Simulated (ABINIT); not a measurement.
# A GW run on GaN (P6_3mc) in ABINIT, with inputs changed

A base run on GaN (P6_3mc), then changed inputs.

Calculated with ABINIT 10.8.3; PBE and many-body steps on it, plane waves.

The database entry behind the starting cell has ideal inner coordinates that were not refined, so it need not match the best structure at ambient conditions.

**1. The starting structure**

It takes space group P6_3mc (No. 186, hexagonal). Conventional cell: a = 3.190 Å, b = 3.190 Å, c = 5.189 Å, α = 90.00°, β = 90.00°, γ = 120.00°. Ga has 4 N at 1.95 Å nearest. Nearest to N lie 4 Ga at 1.95 Å. Farther neighbours and most contacts between anions are not listed.

The cell and positions come from the Crystallography Open Database and are kept as given unless a step says otherwise.

**2. Screening, 3×3×2 mesh, 89 bands, screening to 152.4 eV**

This step: ABINIT 10.8.3; RPA screening on PBE, plane waves, norm-conserving pseudopotentials.

The RPA dielectric matrix is built and inverted for each q.

Input file run.abi:

```
acell 3*1.0 Angstrom
rprim 
  3.190000000016 -0.000000000004 0.000000000000
  -1.595000000005 2.762621038088 0.000000000000
  0.000000000000 0.000000000000 5.189000000000
ntypat 2
znucl 31 7
natom 4
typat 1 1 2 2
xred 
  0.666666666667 0.333333333333 0.000000000000
  0.333333333333 0.666666666667 0.500000000000
  0.666666666667 0.333333333333 0.375000000000
  0.333333333333 0.666666666667 0.875000000000
pp_dirpath "pseudos"
pseudos "Ga.upf, N.upf"
ecut 45
ngkpt 3 3 2
nshiftk 1
shiftk 0 0 0
kptopt 1
chksymbreak 0
istwfk *1
occopt 1
irdwfk 1
optdriver 3
nband 89
ecuteps 5.6
inclvkb 2
awtr 1
symchi 1
indata_prefix "in"
outdata_prefix "out"
tmpdata_prefix "tmp"
```

Launch:

```
$ OMP_NUM_THREADS=1 mpirun -n 8 abinit run.abi > log
```

The program printed:

```text
.Version 10.8.3 of ABINIT. v10.8.2 released Aug 2026.

 Symmetries : space group P6_3 m c (#186); Bravais hP (primitive hexag.)
[... echo of the input left out ...]
== DATASET  1 ==================================================================
-   mpi_nproc: 8, omp_nthreads: 1 (-1 if OMP is not activated)

--- !DatasetInfo
iteration_state: {dtset: 1, }
dimensions: {natom: 4, nkpt: 6, mband: 89, nsppol: 1, nspinor: 1, nspden: 1, mpw: 4506, }
cutoff_energies: {ecut:  45.0, pawecutdg:  -1.0, }
electrons: {nelect:   5.20000000E+01, charge:   0.00000000E+00, occopt:   1.00000000E+00, tsmear:   1.00000000E-02, }

 SCREENING: Calculation of the susceptibility and dielectric matrices

 Based on a program developped by R.W. Godby, V. Olevano, G. Onida, and L. Reining.
 Incorporated in ABINIT by V. Olevano, G.-M. Rignanese, and M. Torrent.
.Using double precision arithmetic ; gwpc =  8

[... cell and pseudopotentials left out ...]
--------------------------------------------------------------------------------

 ==== K-mesh for the wavefunctions ====
 Number of points in the irreducible wedge :     6
[... list of points left out ...]
 Together with 12 symmetry operations and time-reversal symmetry
 yields    18 points in the full Brillouin Zone.

 ==== Q-mesh for the screening function ====
 Number of points in the irreducible wedge :     6
[... list of points left out ...]
 Together with 12 symmetry operations and time-reversal symmetry
 yields    18 points in the full Brillouin Zone.

 setmesh: FFT mesh size selected  =    24x   24x   40
          total number of points  =        23040

 vcoul_init : cutoff-mode = AUXILIARY_FUNCTION
 q-points for optical limit:   1
     1)      0.000010    0.000020    0.000030

- screening: taking advantage of time-reversal symmetry
- Maximum band index for partially occupied states nbvw = 26
- Remaining bands to be divided among processors   nbcw = 63
- Number of bands treated by each node ~7

 Number of electrons calculated from density =   52.0000; Expected =   52.0000
 average of density, n =  0.168504
 r_s =    1.1231
 omega_plasma =   39.5969 [eV]

 calculating chi0 at frequencies [eV] :
  1    0.000000E+00    0.000000E+00
  2    0.000000E+00    3.959690E+01

--------------------------------------------------------------------------------
  q-point number  1        q = ( 0.000000, 0.000000, 0.000000) [r.l.u.]
--------------------------------------------------------------------------------
[... chi0 elements left out ...]
 For q-point:  0.000010 0.000020 0.000030
  dielectric constant =   9.8535
  dielectric constant without local fields =  10.6271

  Average fulfillment of the sum rule on Im[epsilon] for q-point    1 :     32.93  [%]
[... wings left out ...]
  q-point number  2        q = ( 0.333333, 0.000000, 0.000000) [r.l.u.]
--------------------------------------------------------------------------------
[... chi0 elements left out ...]
  Average fulfillment of the sum rule on Im[epsilon] for q-point    2 :     36.49  [%]

 [... 4 further q-points ...]
```

Elapsed: 9.7 s, on 8 MPI ranks of INTEL XEON PLATINUM 8581C at 2.10GHz (Emerald Rapids), shared host; peak memory 1.3 GiB; 76 s of CPU time.

Numbers from this step:

```yaml
eps_infinity_with_local_fields_on_this_mesh_along_the_program_s_q_direction: 9.854
the_same_without_local_fields: 10.63
plasma_frequency: 39.60 eV
plane_waves_in_the_screening_matrix: 197
```

Local fields lower ε∞ by 7 %. On a Γ-centred mesh this coarse the value itself is usually too large, while a short band sum pulls it down.

**3. Base**

The self-energy is evaluated for the states that the input lists, and the levels follow from it, in one-shot runs by the linearised quasiparticle equation.

This step: G0W0 on PBE, plane waves, norm-conserving pseudopotentials.

run.abi, as its differences from that of step 2:

```diff
@@ -25,8 +25,15 @@
 irdwfk 1
-optdriver 3
+optdriver 4
 nband 89
+gwcalctyp 0
+ecutsigx 45
+symsigma 1
+nkptgw 1
+kptgw 
+  0.0000000000 0.0000000000 0.0000000000
+bdgw 
+  25 28
 ecuteps 5.6
-inclvkb 2
-awtr 1
-symchi 1
+irdscr 1
+ppmodel 1
 indata_prefix "in"
```

The program printed:

```text
.Version 10.8.3 of ABINIT. v10.8.2 released Aug 2026.

 Symmetries : space group P6_3 m c (#186); Bravais hP (primitive hexag.)
[... echo of the input left out ...]
== DATASET  1 ==================================================================
-   mpi_nproc: 8, omp_nthreads: 1 (-1 if OMP is not activated)

--- !DatasetInfo
iteration_state: {dtset: 1, }
dimensions: {natom: 4, nkpt: 6, mband: 89, nsppol: 1, nspinor: 1, nspden: 1, mpw: 4506, }
cutoff_energies: {ecut:  45.0, pawecutdg:  -1.0, }
electrons: {nelect:   5.20000000E+01, charge:   0.00000000E+00, occopt:   1.00000000E+00, tsmear:   1.00000000E-02, }

 SIGMA: Calculation of the GW corrections

 Based on a program developped by R.W. Godby, V. Olevano, G. Onida, and L. Reining.
 Incorporated in ABINIT by V. Olevano, G.-M. Rignanese, and M. Torrent.
.Using double precision arithmetic ; gwpc =  8

[... cell and pseudopotentials left out ...]
--------------------------------------------------------------------------------

 ==== K-mesh for the wavefunctions ====
 Number of points in the irreducible wedge :     6
[... list of points left out ...]
 Together with 12 symmetry operations and time-reversal symmetry
 yields    18 points in the full Brillouin Zone.

 ==== Q-mesh for screening function ====
 Number of points in the irreducible wedge :     6
[... list of points left out ...]
 Together with 12 symmetry operations and time-reversal symmetry
 yields    18 points in the full Brillouin Zone.

 vcoul_init : cutoff-mode = AUXILIARY_FUNCTION
 q-points for optical limit:   1
     1)      0.000010    0.000020    0.000030
 setmesh: FFT mesh size selected  =    32x   32x   60
          total number of points  =        61440

 Number of electrons calculated from density =   52.0000; Expected =   52.0000
 average of density, n =  0.168504
 r_s =    1.1231
 omega_plasma =   39.5969 [eV]

 === KS Band Gaps ===
  >>>> For spin  1
   Minimum direct gap =   1.9190 [eV], located at k-point      :   0.0000  0.0000  0.0000
   Fundamental gap    =   1.9190 [eV], Top of valence bands at :   0.0000  0.0000  0.0000
                                       Bottom of conduction at :   0.0000  0.0000  0.0000
 SIGMA fundamental parameters:
 PLASMON POLE MODEL  1
 number of plane-waves for SigmaX                 4427
 number of plane-waves for SigmaC and W            197
 number of plane-waves for wavefunctions          4427
 number of bands                                    89
 number of independent spin polarizations            1
 number of spinorial components                      1
 number of k-points in IBZ                           6
 number of q-points in IBZ                           6
 number of symmetry operations                      12
 number of k-points in BZ                           18
 number of q-points in BZ                           18
 number of frequencies for dSigma/dE                 9
 frequency step for dSigma/dE [eV]                0.25
 number of omega for Sigma on real axis              0
 max omega for Sigma on real axis  [eV]           0.00
 zcut for avoiding poles [eV]                     0.10

 EPSILON^-1 parameters (SCR file):
 dimension of the eps^-1 matrix on file            197
 dimension of the eps^-1 matrix used               197
 number of plane-waves for wavefunctions          4427
 number of bands                                    89
 number of q-points in IBZ                           6
 number of frequencies                               2
 number of real frequencies                          1
 number of imag frequencies                          1

 matrix elements of self-energy operator (all in [eV])

 Perturbative Calculation

--- !SelfEnergy_ee
iteration_state: {dtset: 1, }
kpoint     : [   0.000,    0.000,    0.000, ]
spin       : 1
KS_gap     :    1.919
QP_gap     :    2.612
Delta_QP_KS:    0.693
data: !SigmaeeData |
     Band     E0 <VxcDFT>   SigX SigC(E0)      Z dSigC/dE  Sig(E)    E-E0       E
       25   6.903 -19.100 -22.606   3.605   0.796  -0.257 -19.021   0.079   6.981
       26   6.903 -19.100 -22.606   3.605   0.796  -0.257 -19.021   0.079   6.981
       27   8.822 -14.182  -9.590  -3.652   0.821  -0.219 -13.410   0.772   9.593
       28  11.172 -13.937  -8.620  -4.202   0.830  -0.205 -13.011   0.926  12.098

== END DATASET(S) ==============================================================
================================================================================

 -outvars: echo values of variables after computation  --------
           etotal      0.0000000000E+00
            nband          89
             nkpt           6
          spgroup         186
 [... the other variables as echoed above ...]

 Calculation completed.
```

Wall time 3 s (8 MPI ranks); peak memory 0.14 GiB; 22 s of CPU time.

Numbers from this step:

```
G0W0 gap on the points computed              : 2.612 eV
starting gap on the mesh                     : 1.919 eV
k of the valence top                         : 0, 0, 0
k of the conduction bottom                   : 0, 0, 0
Z at the valence top                         : 0.796
Z at the conduction bottom                   : 0.821
least direct G0W0 gap on the computed points : 2.612 eV
```

The gap on the mesh goes from 1.92 eV to 2.61 eV, a correction of +0.69 eV.

**4. Coulomb singularity**

run.abi, as its differences from that of step 3:

```diff
@@ -38,2 +38,3 @@
 ppmodel 1
+gw_icutcoul 0
 indata_prefix "in"
```

The program printed:

```text
.Version 10.8.3 of ABINIT. v10.8.2 released Aug 2026.

 Symmetries : space group P6_3 m c (#186); Bravais hP (primitive hexag.)
[... echo of the input left out ...]
== DATASET  1 ==================================================================
-   mpi_nproc: 8, omp_nthreads: 1 (-1 if OMP is not activated)

--- !DatasetInfo
iteration_state: {dtset: 1, }
dimensions: {natom: 4, nkpt: 6, mband: 89, nsppol: 1, nspinor: 1, nspden: 1, mpw: 4506, }
cutoff_energies: {ecut:  45.0, pawecutdg:  -1.0, }
electrons: {nelect:   5.20000000E+01, charge:   0.00000000E+00, occopt:   1.00000000E+00, tsmear:   1.00000000E-02, }

 SIGMA: Calculation of the GW corrections

 Based on a program developped by R.W. Godby, V. Olevano, G. Onida, and L. Reining.
 Incorporated in ABINIT by V. Olevano, G.-M. Rignanese, and M. Torrent.
.Using double precision arithmetic ; gwpc =  8

[... cell and pseudopotentials left out ...]
--------------------------------------------------------------------------------

 ==== K-mesh for the wavefunctions ====
 Number of points in the irreducible wedge :     6
[... list of points left out ...]
 Together with 12 symmetry operations and time-reversal symmetry
 yields    18 points in the full Brillouin Zone.

 ==== Q-mesh for screening function ====
 Number of points in the irreducible wedge :     6
[... list of points left out ...]
 Together with 12 symmetry operations and time-reversal symmetry
 yields    18 points in the full Brillouin Zone.

 === Spherical cutoff ===

  Cutoff radius .........    10.9865 [Bohr]
  Volume of the sphere ..    5554.75 [Bohr^3]
 q-points for optical limit:   1
     1)      0.000010    0.000020    0.000030
 setmesh: FFT mesh size selected  =    32x   32x   60
          total number of points  =        61440

[...]
number of k-points in IBZ                           6
 number of q-points in IBZ                           6
 number of symmetry operations                      12
 number of k-points in BZ                           18
 number of q-points in BZ                           18
 number of frequencies for dSigma/dE                 9
 frequency step for dSigma/dE [eV]                0.25
 number of omega for Sigma on real axis              0
 max omega for Sigma on real axis  [eV]           0.00
 zcut for avoiding poles [eV]                     0.10

 EPSILON^-1 parameters (SCR file):
 dimension of the eps^-1 matrix on file            197
 dimension of the eps^-1 matrix used               197
 number of plane-waves for wavefunctions          4427
 number of bands                                    89
 number of q-points in IBZ                           6
 number of frequencies                               2
 number of real frequencies                          1
 number of imag frequencies                          1

 matrix elements of self-energy operator (all in [eV])

 Perturbative Calculation

--- !SelfEnergy_ee
iteration_state: {dtset: 1, }
kpoint     : [   0.000,    0.000,    0.000, ]
spin       : 1
KS_gap     :    1.919
QP_gap     :    2.685
Delta_QP_KS:    0.766
data: !SigmaeeData |
     Band     E0 <VxcDFT>   SigX SigC(E0)      Z dSigC/dE  Sig(E)    E-E0       E
       25   6.903 -19.100 -23.029   3.695   0.799  -0.251 -19.287  -0.187   6.715
       26   6.903 -19.100 -23.029   3.695   0.799  -0.251 -19.287  -0.187   6.715
       27   8.822 -14.182  -9.696  -3.782   0.821  -0.218 -13.603   0.578   9.400
       28  11.172 -13.937  -8.617  -4.359   0.828  -0.207 -13.142   0.796  11.968

== END DATASET(S) ==============================================================
================================================================================

 -outvars: echo values of variables after computation  --------
           etotal      0.0000000000E+00
            nband          89
             nkpt           6
          spgroup         186
 [... the other variables as echoed above ...]

 Calculation completed.
```

The job ended after 2.8 s (8 MPI ranks; peak memory 0.14 GiB; 21 s of CPU time).

Numbers from this step:

```
G0W0 gap on the points computed              : 2.685 eV
starting gap on the mesh                     : 1.919 eV
k of the valence top                         : 0, 0, 0
k of the conduction bottom                   : 0, 0, 0
Z at the valence top                         : 0.799
Z at the conduction bottom                   : 0.821
least direct G0W0 gap on the computed points : 2.685 eV
```

Against G0W0 in ABINIT (3×3×2 mesh, 89 bands, screening to 152.4 eV, Godby-Needs plasmon pole), the gap moves by +0.073 eV.

**5. The runs together**

Times are wall times on 8 MPI ranks of INTEL XEON PLATINUM 8581C at 2.10GHz (Emerald Rapids), shared host, good to a factor of about two. A run's time includes the screening step that it read.

| run | mesh | bands | screening cutoff (eV) | DFT gap (eV) | gap on the mesh (eV) | direct (eV) | ε∞ used | time |
| --- | --- | --- | --- | --- | --- | --- | --- | --- |
| base | 3×3×2 | 89 | 152.4 | 1.919 | 2.612 | 2.612 | 9.85 | 13 s |
| Coulomb singularity | 3×3×2 | 89 | 152.4 | 1.919 | 2.685 | 2.685 | 9.85 | 13 s |

**6. Results**

* base: 2.612 eV
* Coulomb singularity: 2.685 eV
* known limits: not at the basis limit; no spin-orbit coupling; coarse k mesh

Coulomb singularity: +0.073 eV against base (keys changed: gw_icutcoul). Bands and cutoff are finite, so the gap is not at the basis limit. The miss can reach some tenths of an eV and take either sign; the mesh is an error of its own. In the G0W0 runs levels were corrected at 1 k point alone, so a gap called «on the mesh» is the least over those, and an edge elsewhere would be missed. The 3×3×2 mesh is coarse for this cell, which bears on the long-range parts of exchange and screening. The many-body steps are scalar-relativistic: spin-orbit coupling is not in them.

[Paths, hosts, dates, memory and timing lines, banners, echoed tables and standing remarks are left out of the program output.]

[Logs are printed without paths, hosts, clocks, repeated set-up lines and the standing remarks that a program may print on its own settings, such as how far it seeks lower states.]

[Runs of the session that timed out or met a known fault of the program may be left out.]

[Hosts, paths, dates, database ids (printed as entryN), source tags and the programs' standing remarks are cut or masked in the printed files.]

[G0W0 gaps are taken among the corrected bands and points alone; a level outside them can change the order at an edge.]

[Where Ansatz stands beside ABINIT at settings called matched, ABINIT's density can come from a denser mesh and the files from another edition; pairs whose starting gaps differed by over 0.03 eV were left out, so agreement reads better than it is.]
